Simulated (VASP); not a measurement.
Write the native input for VASP 6.6.1 that does the following.

- Task: single point
- Functional: r2SCAN
- Potentials or basis: VASP PAW PBE potentials, release 64 (Rb_sv, Br)
- Cutoff: 520 eV
- k mesh: 6 × 6 × 6
- Occupations: gaussian, width 0.01 eV
- Spin: no spin polarisation
- Dipole correction: no
- Further INCAR settings: ALGO = Normal; EDIFF = 1e-06; NBANDS = 15

The system is RbBr.

```xyz
2
Lattice="0.0844 3.9539 3.9539 3.9539 0.0844 3.9539 3.9539 3.9539 0.0844" Properties=species:S:1:pos:R:3 pbc="T T T"
Rb    0.0190    0.0190    0.0190
Br    1.9790    1.9790    1.9790
```

The cell was built by a generator and needn't be a form met in nature.

The cell isn't the ideal one: shear_111 strain +3.3%.

The input as run:

POSCAR

```
RbBr
1.0
    0.0843550316      3.9538518963      3.9538518963
    3.9538518963      0.0843550316      3.9538518963
    3.9538518963      3.9538518963      0.0843550316
Rb Br
1 1
Direct
    0.0023747753      0.0023747753      0.0023747753
    0.2476252247      0.2476252247      0.2476252247
```

INCAR.step1

```
PREC = Accurate
ENCUT = 520
ISMEAR = 0
SIGMA = 0.01
LREAL = F
LASPH = T
NELM = 100
NBANDS = 15
GGA = PE
ALGO = Normal
EDIFF = 1E-4
LWAVE = T
LCHARG = F
```

INCAR.step2

```
PREC = Accurate
ENCUT = 520
EDIFF = 1E-6
ISMEAR = 0
SIGMA = 0.01
LREAL = F
LASPH = T
NELM = 100
ALGO = Normal
ISIF = 2
LWAVE = F
LCHARG = T
METAGGA = R2SCAN
LMIXTAU = T
LELF = T
LVHAR = T
NBANDS = 15
ISTART = 1
```

KPOINTS

```
regular mesh
0
Gamma
  6 6 6
```

Potentials or basis: VASP PAW PBE potentials, release 64 (Rb_sv, Br).

Run with:

```sh
$ cat potpaw_PBE.64/Rb_sv/POTCAR potpaw_PBE.64/Br/POTCAR > POTCAR
$ cp INCAR.step1 INCAR
$ mpirun -np 1 vasp_std > vasp.out
$ cp INCAR.step2 INCAR
$ mpirun -np 1 vasp_std > vasp.out
```

Results of the run:

The pressure is -0.3 GPa, the largest force is 0.004 eV/Å and the band gap on the k mesh is 4.60 eV, indirect (least direct gap 4.67 eV).

Caveat: the PAW data sets were made with another functional, which shifts forces and pressure a little.

Wall time 110 s on 1 thread of Intel(R) Xeon(R) 6975P-C (Granite Rapids), with other jobs on the host, peak memory 0.31 GiB.
